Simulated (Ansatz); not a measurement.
# Sb (P2_1/m) in Ansatz: settings compared, part 2 of 2

Ansatz 0.2.0. The steps go on from the part before.

### 3 Phonons, PBEsol

Contents of input.yaml:

```yaml
crystal:
  lattice:
    - [3.122402, 0.0, 0.0]
    - [0.0, 4.347518, 0.0]
    - [-0.038915, 0.0, 4.405852]
  atoms:
    - { symbol: Sb, position: [0.011389, 0.25, 0.241166] }
    - { symbol: Sb, position: [0.988611, 0.75, 0.758834] }
kpoints:
  mp_grid: { grid: [9, 6, 6] }
scf:
  occupations: { method: fermi_dirac, width: 0.05 }
hamiltonian:
  xc: pbesol
  pseudopotentials: { kind: all_electron, datasets: crystal }
output: {}
phonons:
  method: dfpt
```

Potentials or basis: all-electron PAW datasets made for the crystal.

On the command line:

```console
ansatz run input.yaml --threads 1 --pin off --max-ram 3072MiB --backend cpu --events-out ev --progress --plain --runs-dir out
```

The log of the run:

```text
Warning: RAYON_NUM_THREADS=1 ignored (pool sized by the plan → 1); use --threads N
hamiltonian.pseudopotentials.datasets: crystal makes datasets for this crystal and solves the spheres of its atoms anew in each pass: cutoff 270.0 eV, the density's 1080.0 eV; for an error of 0.50 meV an atom under PBE, 1.0 meV for the cell; an energy difference from a run of another recipe may be off by several times the error for the cell, under r2SCAN by more, where some 0.1 meV an atom stays at smaller errors; in a run that uses the all-electron wave functions in the spheres, carries its plane waves along with the cell (elastic.basis: deformed) or is on a recipe of such a run or, without exact exchange, of a hybrid, they include no finite-basis correction of the energy (for plane waves above the cutoff): energies differ from those of runs with it by up to 1.1 meV an atom at a dataset_error of 0.2 meV (4 under r2SCAN), and by more at a larger error or with an open f shell (one dataset_recipe, of a run without it, keeps both alike, but for a hybrid, which always has it); Sb in spheres of 1.376 Å, 15 of its electrons in bands
zone centre: on kpoints.mp_grid the ground state, and the responses unless they are solved on pairs of k-points, stand on 112 of the mesh's 324 k-points, reduced under 2 symmetry operations, with k and −k counted as one. Each operation leaves every solved displacement unchanged or reverses it
Engine: ansatz 0.2.0, aarch64-unknown-linux-gnu
Pseudopotentials: kind: all_electron
Pseudopotential: Sb, paw, valence charge 15, recommended cutoff 270 eV (normal), crystal/all_electron/pbesol/scalar/gaussian/Sb, Koelling and Harmon's equation, gaussian nucleus
Functional definition: PBEsol
  exchange = pbesol_x
  correlation = pbesol_c
Crystal: 2 atoms, lattice volume = 59.808 Å³
Basis set: ecut = 270 eV, 609 PW (Γ), exchange–correlation on 36×48×48 points (8 copies of the dense FFT grid, shifted against one another)
Bands: 19, of which v1, the nominal top of the filled ones, is band 15 counted from 1 (14 counted from 0)
Symmetry: 4 space group operations
k-points: 112 of 324 (irreducible under 2 space group operations, time reversal used)
Non-local potential: Sb, projectors of the file, l = 0: 1, l = 1: 1, l = 2: 2
PAW form: soft (Blöchl's): semilocal exchange-correlation on the pseudo side does not see the compensation charge
PAW one-centre angular grid: Sb, 590 points (default); XC on its mesh's 1863 points in the sphere
Initial density: superposition of atomic densities (neutral atoms: chi_scale 0, normalization atom)
Initial wavefunctions: pseudopotential atomic-orbital guess
Functional: x = pbesol(κ = 0.804, μ = 0.12345679012345678), c = pbesol(β = 0.046)
iter 1 solved again at ethr=2.01e-4 eV; its pass at ethr=1.00e-1 eV (dr2=6.03e-2 eV) is discarded
SCF iter   1: F=—  HF=-352583.546862 eV  |F-HF|=—  |Δ(HF+E_count)|=         —  Δρ=1.14e-2  dr2=6.24e-2  ethr=2.01e-4  ⟨swp⟩=5.1  Hψ=11817  notcnv=0
preconditioner: auto → Kerker (q_TF=auto, 2.432 Å⁻¹)  [metal: Δε(μ)=0.023 eV  Ē_g=8.664 eV  σ=0.050 eV  W_gap=0.11  n_scr=10 (ndim 8)  ℏωp=15.2 eV  f_vac=0.000  D(μ)=1.62/eV (n_scr^D=10)]
[... 16 lines left out ...]
SCF converged after 11 iterations
Free energy (F): -352583.537412 eV
Harris-Foulkes:  -352583.537412 eV  (|F-HF|=5.82e-11)
Internal energy: -352583.524459 eV  (E = F + TS)
E sigma→0 (E₀):  -352583.530935 eV
Entropy (-TS):   -0.012953 eV (-6.476 meV/atom)
Past the cutoff: waves up to 1.5 times it would add -0.000289 eV an atom, which no energy here includes
By the cutoff:   a pressure is off by up to 0.013 GPa (6 times that energy over an atom's volume, and 0.004 GPa: a bound that held against runs at twice the plane waves)
Past the cutoffs: a stress includes 0.0007 GPa for waves and charges beyond them
In the spheres:  the bands' charges fall short by 4.3e-7 e at most (sound up to 1e-3)
Fermi energy:    12.568612 eV
--- Per-component energies (eV) ---
  E_band       = -258.071752
  E_kinetic    = 190.671503
  E_local      = -2397.622827  (includes V_loc(G=0)·N_el)
  E_nonlocal   = 181.981200
  E_hartree    = 1120.479726
  E_xc         = -127.225747
  E_vxc        = -160.060520  (∫ρ·V_xc dr)
  E_paw        = -356277.694136  (= ΣΔE_a)
  E_vpaw       = -8000.471464  (= ΣTr[D̂ρ^β])
  E_ewald      = -2960.585153
  E_smearing   = -0.012953  (= −TS)
  E_closure    = 7686.470975  (closes the sum)
  Σ components = -352583.537412   (vs F -352583.537412, Δ=0.00e0)
  The terms above E_closure are by the made datasets' own strengths, without shells solved beside the bands.
--- Band table (eV; the first three rows and the last of 112) ---
  k-point 0: bands = ["-16.6694", "-16.6597", "-16.5890", "-16.5725", "-16.5293", "-16.5280", "-16.4872", "-16.4863", "-16.4847", "-16.4131", "0.0534", "5.1195", "8.8767", "9.0094", "14.5334", "15.5322", "15.7578", "15.8864", "19.2551"]
  k-point 1: bands = ["-16.6539", "-16.6535", "-16.5817", "-16.5779", "-16.5266", "-16.5253", "-16.4911", "-16.4897", "-16.4890", "-16.4302", "0.2523", "4.4149", "9.2553", "9.3995", "14.5926", "14.6898", "15.5059", "15.7288", "19.0995"]
  k-point 2: bands = ["-16.6384", "-16.6103", "-16.5926", "-16.5625", "-16.5195", "-16.5184", "-16.5076", "-16.4975", "-16.4965", "-16.4754", "0.8389", "3.0962", "9.9780", "10.4038", "12.7936", "13.1167", "16.2923", "17.5797", "18.2523"]
  k-point 111: bands = ["-16.5704", "-16.5704", "-16.5562", "-16.5562", "-16.5368", "-16.5368", "-16.5284", "-16.5284", "-16.4502", "-16.4502", "4.2338", "4.2338", "8.8860", "8.8860", "11.0899", "11.0899", "15.8814", "15.8814", "16.6687"]
--- Phonons (Γ-DFPT): 3 representative perturbations + reference, on 112 of 324 k-points (Σ response iterations 41) ---
  k mesh reduced under 2 symmetry operations, with k and −k counted as one. Each operation leaves every solved displacement unchanged or reverses it
  ASR residual: 9.855e-5 → 0.000e0 eV/Å²; symmetrization residual: 3.858e-6 eV/Å²
  ASR residual per site (eV/Å²): 9.86e-5 9.86e-5
  Γ frequencies (cm⁻¹): 0.00 0.00 0.00 44.67 60.21 78.73
  non-analytic LO–TO correction: not included (Born effective charges unavailable; polar crystals: no LO–TO splitting at Γ)
```

second_order_force_constants.tsv:

```text
# format = ansatz-second-order-force-constants/2
# a1_ang = 3.122402e0 0e0 0e0
# a2_ang = 0e0 4.347518e0 0e0
# a3_ang = -3.8915e-2 0e0 4.405852e0
[... 21 lines left out ...]
# symmetrization_residual_ev_ang2 = 3.857642173255016e-6
# units = eV/Å^2
# kappa	j	t1	t2	t3	kappa_j	phi_xx	phi_xy	phi_xz	phi_yx	phi_yy	phi_yz	phi_zx	phi_zy	phi_zz
0	0	0	0	0	0	4.470002840193672e-1	-0e0	8.645405994264777e-3	-0e0	1.3877228758516935e0	-0e0	8.645405994264777e-3	-0e0	8.114817790457209e-1
0	1	0	0	0	1	-4.470002840193672e-1	0e0	-8.645405994264777e-3	0e0	-1.3877228758516935e0	0e0	-8.645405994264777e-3	0e0	-8.114817790457209e-1
1	0	0	0	0	0	-4.470002840193672e-1	0e0	-8.645405994264777e-3	0e0	-1.3877228758516935e0	0e0	-8.645405994264777e-3	0e0	-8.114817790457209e-1
1	1	0	0	0	1	4.470002840193672e-1	-0e0	8.645405994264777e-3	-0e0	1.3877228758516935e0	-0e0	8.645405994264777e-3	-0e0	8.114817790457209e-1
```

Wall time 3 min (1 thread of Arm Neoverse V1, shared host); peak memory 0.59 GiB.

What came out:

```yaml
Free_energy: -352583.5374 eV
Band_gap_on_the_k_mesh: none (metal or under the smearing width)
Highest_phonon_frequency_at_Γ: 79 cm⁻¹
```

Levels at points of the mesh, in eV from the Fermi level:
| k point | band 12 | band 13 | band 14 | band 15 | band 16 | band 17 | band 18 | band 19 |
| --- | --- | --- | --- | --- | --- | --- | --- | --- |
| (0.00, 0.00, 0.00) | -7.45 | -3.69 | -3.56 | 1.96 | 2.96 | 3.19 | 3.32 | 6.69 |
| (0.00, 0.00, -0.50) | -10.54 | -1.64 | -1.12 | -1.01 | -0.86 | 4.44 | 4.81 | 7.78 |
| (0.00, -0.50, 0.00) | -10.72 | -1.55 | -1.55 | -0.98 | -0.98 | 4.65 | 4.65 | 8.16 |
| (0.00, -0.50, -0.50) | -10.05 | -5.69 | -5.69 | 4.98 | 4.98 | 5.24 | 5.24 | 9.35 |

Phonon frequencies in cm⁻¹ (negative: imaginary):
```
              q point     frequencies
(0.000, 0.000, 0.000)  0 0 0 45 60 79
```

Caveat: a metal's response needs a denser mesh; the program warned that the printed levels may be off, so bands, gaps and densities of states are rough. The run has no spin-orbit coupling, so splittings on Sb are missing.
